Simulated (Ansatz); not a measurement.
This Ansatz (an electronic-structure program) input is the reference run, AlSb in the zinc blende structure (space group F-43m, No. 216), computed with r2SCAN (Ansatz, PAW, spin-orbit coupling left out):

Ansatz 0.2 input:
```yaml
crystal:
  lattice:
    - [0, 3.0886170549, 3.0886170549]
    - [3.0886170549, 0, 3.0886170549]
    - [3.0886170549, 3.0886170549, 0]
  atoms:
    - { symbol: Sb, position: [0.75, 0.75, 0.75] }
    - { symbol: Al, position: [0, 0, 0] }
basis: { ecutwfc: 500, ecutrho_ratio: 4, xc_grid: 4, fft_grid_basis: typed }
kpoints: { mp_grid: { grid: [13, 13, 13] } }
hamiltonian:
  xc: r2scan
  dispersion: none
  pseudopotentials: { kind: paw }
scf: { occupations: { method: fermi_dirac, width: 0.05 }, convergence: { dr2_threshold: 0.0000000002 } }
output: { forces: true, stress: true }
checkpoint: { write: state.ck, write_every: 1000 }
```

**Question.** Write the input for this change: a free-standing slab of 3 layers (6 atoms, 2 a layer) is cut normal to [110], with 15 Å of vacuum and the in-plane cell held at bulk.

**Answer.** 
Ansatz 0.2 input:
```yaml
crystal:
  lattice:
    - [4.367964128, 0, 0]
    - [0, 6.1772341098, 0]
    - [0, 0, 19.367964128]
  atoms:
    - { symbol: Sb, position: [0.75, 0.5, 0.3872373963] }
    - { symbol: Al, position: [0.25, 0.25, 0.3872373963] }
    - { symbol: Sb, position: [1.25, 1, 0.5] }
    - { symbol: Al, position: [0.75, 0.75, 0.5] }
    - { symbol: Sb, position: [1.75, 1.5, 0.6127626037] }
    - { symbol: Al, position: [1.25, 1.25, 0.6127626037] }
basis: { ecutwfc: 500, ecutrho_ratio: 4, xc_grid: 4, fft_grid_basis: typed }
kpoints: { mp_grid: { grid: [11, 8, 1] } }
hamiltonian:
  xc: r2scan
  dispersion: none
  pseudopotentials: { kind: paw }
scf: { occupations: { method: fermi_dirac, width: 0.05 }, convergence: { dr2_threshold: 0.0000000006 } }
relax: { f_tol: 0.01, max_steps: 50 }
output: { forces: true, stress: true }
checkpoint: { write: state.ck, write_every: 1000 }
```
This is the input that was run; other choices of cell and start would serve too.

Whether these cells are dynamically stable was not tested.
